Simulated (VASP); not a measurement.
Wanted: the native input for a VASP 6.6.1 run.

| Item | Value |
| --- | --- |
| Task | optical spectrum |
| Functional | PBE |
| Potentials or basis | VASP PAW PBE potentials, release 64 (K_sv, Br) |
| Cutoff | 520 eV |
| k mesh | 8 × 8 × 8 |
| Occupations | gaussian, width 0.03 eV |
| Spin | no spin polarisation |
| Further INCAR settings | ALGO = Fast; EDIFF = 1e-06; NBANDS = 32 |

The structure of KBr lies in POSCAR:

```
KBr                                     
1.0
    0.0000000000      3.2798924877      3.2798924877
    3.2798924877      0.0000000000      3.2798924877
    3.2798924877      3.2798924877      0.0000000000
  K               Br            
     1     1
Direct
     0.0000000000000000    0.0000000000000000    0.0000000000000000
     0.5000000000000000    0.5000000000000000    0.5000000000000000
```

One way to write it, as run:

INCAR

```
SYSTEM = KBr
ALGO = Fast ; CSHIFT = 0.05
EDIFF = 1E-6 ; ENCUT = 520
GGA = PE ; ISIF = 2
ISMEAR = 0 ; LASPH = .TRUE.
LCHARG = .FALSE. ; LOPTICS = .TRUE.
LREAL = .FALSE. ; LWAVE = .FALSE.
NBANDS = 32 ; NEDOS = 2000
NELM = 80 ; PREC = Accurate
SIGMA = 0.03
```

KPOINTS

```
k-points
0
G
  8 8 8
  0 0 0
```

Potentials or basis: VASP PAW PBE potentials, release 64 (K_sv, Br).

Run with:

```sh
$ cat potpaw_PBE.64/K_sv/POTCAR potpaw_PBE.64/Br/POTCAR > POTCAR
$ mpirun -np 1 vasp_std > vasp.out
```

It gave:

The pressure is 1.1 GPa and the band gap on the k mesh is 4.48 eV, direct.

Caveat: spectra need much finer meshes, so this one isn't converged; independent-particle spectra lack excitons.

It took 38 s on 1 thread of Intel(R) Xeon(R) Platinum 8488C (Sapphire Rapids), with other jobs on the host, peak memory 0.26 GiB.
